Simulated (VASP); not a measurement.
# Nb: equilibrium volume by level of theory

```cif
data_structure
_symmetry_space_group_name_H-M 'P6_3/mmc'
_symmetry_Int_Tables_number 194
_cell_length_a 2.9417
_cell_length_b 2.9417
_cell_length_c 4.8038
_cell_angle_alpha 90.000
_cell_angle_beta 90.000
_cell_angle_gamma 120.000
_cell_volume 36.00
loop_
_atom_site_label
_atom_site_type_symbol
_atom_site_symmetry_multiplicity
_atom_site_Wyckoff_symbol
_atom_site_fract_x
_atom_site_fract_y
_atom_site_fract_z
_atom_site_occupancy
Nb1 Nb 2 c 0.33333 0.66667 0.25000 1
```

This isn't the form of Nb at room conditions, which is bcc.

```csv
rung,level,program and potentials,cutoff (eV),k mesh,smearing,equilibrium volume (Å³/atom),notes
LDA,LDA,"VASP, LDA PAW files Nb_sv, 600 eV",600,18 × 18 × 10,gaussian 0.1,17.62,13 valence electrons an atom on average
GGA,PBE,"VASP, PBE PAW files Nb_sv, 600 eV",600,18 × 18 × 10,gaussian 0.1,(a),13 valence electrons an atom on average
GGA + dispersion,PBE+D3(BJ),"VASP, PBE PAW files Nb_sv, 600 eV",600,18 × 18 × 10,gaussian 0.1,17.91,13 valence electrons an atom on average
GGA,PBEsol,"VASP, PBE PAW files Nb_pv, 580 eV",580,18 × 18 × 10,gaussian 0.1,18.25,potentials made for PBE; 11 valence electrons an atom on average
GGA,PBEsol,"VASP, PBE PAW files Nb_sv, 600 eV",600,6 × 6 × 4,gaussian 0.1,17.83,coarse mesh; potentials made for PBE; 13 valence electrons an atom on average
GGA,PBEsol,"VASP, PBE PAW files Nb_sv, 600 eV",600,18 × 18 × 10,gaussian 0.1,(b),potentials made for PBE; 13 valence electrons an atom on average
GGA,RPBE,"VASP, PBE PAW files Nb_sv, 600 eV",600,18 × 18 × 10,gaussian 0.1,18.95,potentials made for PBE; 13 valence electrons an atom on average
```

Task: relaxation of cell and atoms. All rows: no spin polarisation. Smearing widths are in eV. For a metal such meshes aren't converged. Meshes differ between rows, which moves values too. Meshes are those of the run's cell of 2 atoms unless a note names another. Relaxations start from the cell shown or near it and stop with a little pressure left. Runs on faulty files, with rough fits or with known faults for this quantity aren't shown. No row holds spin-orbit coupling.

Q: Estimate the values left out from the other rows.

A: (a) 18.62 Å³/atom; (b) 18.00 Å³/atom.
